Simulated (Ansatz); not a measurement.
The cell is a 3-atom cell of K2S started from a crystallographic database; cell and atoms were relaxed with r2SCAN. Space group Fm-3m (No. 225), cubic; conventional cell a = 7.405 Å, 33.84 Å³ an atom. K is surrounded by 4 S at 3.21 Å; S is surrounded by 8 K at 3.21 Å.

The questions ask for values computed with the plane-wave code Ansatz on this geometry. The values are computed, spin-unpolarised, and not measurements.

Given (6×6×6 mesh): PBE gives an indirect gap of 2.38 eV, from X to Γ; the least direct gap is 2.58 eV at Γ.

Q: Estimate the gap with LDA on 6×6×6.

A: LDA gives an indirect gap of 2.11 eV, from X to Γ; the least direct gap is 2.31 eV at Γ. The gap differs by -0.27 eV from PBE's.

Q: How does the gap change from PBE to HSE06 (4×4×4)?

A: The HSE06 gap is indirect, 3.31 eV (X to Γ), below the direct gap of 3.50 eV at Γ. The gap differs by +0.93 eV from PBE's.

Q: Order these levels by the gap that they give, smallest first.
A. r2SCAN0
B. DDH-PBE0
C. r2SCAN
D. HSE06
E. PBE0
F. PBE
G. LDA
H. Hartree-Fock

A: G (2.11 eV), F (2.38 eV), C (2.75 eV), D (3.31 eV), E (4.01 eV), A (4.17 eV), B (4.50 eV), H (9.00 eV).

Q: What does G0W0@PBE with 752 empty bands, a screening cutoff of 220 eV and a 4×4×4 mesh give?

A: 3.98 eV (PBE's gap over the path plus the quasiparticle shift read on the mesh). Over the mesh points the PBE gap of 2.38 eV becomes a quasiparticle gap of 3.98 eV (X to Γ), a change of +1.60 eV. Renormalisation factors Z lie between 0.74 and 0.82. No extrapolation in bands, cutoff or mesh was made for G0W0.

Q: Roughly how does the cost of the DDH-PBE0 run (4×4×4) compare with r2SCAN's (6×6×6)?

A: About 16 times as much (2.9 core-minutes against 11 core-seconds, on 2 threads of Arm Neoverse N1 (shared host)).

Q: How strongly does the crystal screen a field with clamped ions (r2SCAN)?

A: ε∞: 2.91 in all directions. Born charges, averaged over directions: K +0.97, S -1.93 e.

Q: Relaxed again with PBEsol, is the cell stable at the zone centre, and where do its optical modes lie?

A: All optical modes at Γ are real, from 127 to 166 cm⁻¹ without the longitudinal term; this says nothing of other wave vectors. With the long-range field the highest mode reaches 231 cm⁻¹.

The meshes of the hybrids are coarse, so their gaps aren't converged to the digits shown.
